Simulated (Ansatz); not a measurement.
Crystal: CdF2.

```xyz
3
Lattice="0.0000 2.6940 2.6940 2.6940 0.0000 2.6940 2.6940 2.6940 0.0000" Properties=species:S:1:pos:R:3 pbc="T T T"
Cd    0.0000    0.0000    0.0000
F     4.0410    4.0410    4.0410
F     1.3470    1.3470    1.3470
```

Base run:

| Property | Result |
| --- | --- |
| Program | Ansatz 0.2.0 |
| Functional | PBE0 |
| Potentials or basis | Ansatz PAW |
| Cutoff | 420 eV (not typed: the program's choice for these potentials) |
| k mesh | 5 × 5 × 5 |
| Occupations | fermi-dirac, width 0.05 eV |
| Spin | no spin polarisation |

Its results: band gap on the k mesh 6.05 eV, indirect (least direct gap 6.54 eV); pressure 1.5 GPa.

Question: After a change of settings the same cell gave: band gap on the k mesh 6.52 eV, indirect (least direct gap 7.02 eV); pressure -1.9 GPa. Which change was it?
A. functional from PBE0 to RPBE
B. functional from PBE0 to r2SCAN0; cutoff from 420 eV (not typed: the program's choice for these potentials) to 500 eV (not typed: the program's choice for these potentials)
C. functional from PBE0 to r2SCAN; cutoff from 420 eV (not typed: the program's choice for these potentials) to 500 eV (not typed: the program's choice for these potentials)
D. functional from PBE0 to LDA

Answer: B.

Caveats: the k mesh misses the band edges, so the gap on the mesh is wider than the one along the path; the PAW data sets come from PBE, with cores solved anew for the run's functional, which leaves a small shift of forces and pressure; the thresholds are loose for stress.

Runs at the PBE level aren't shown here.
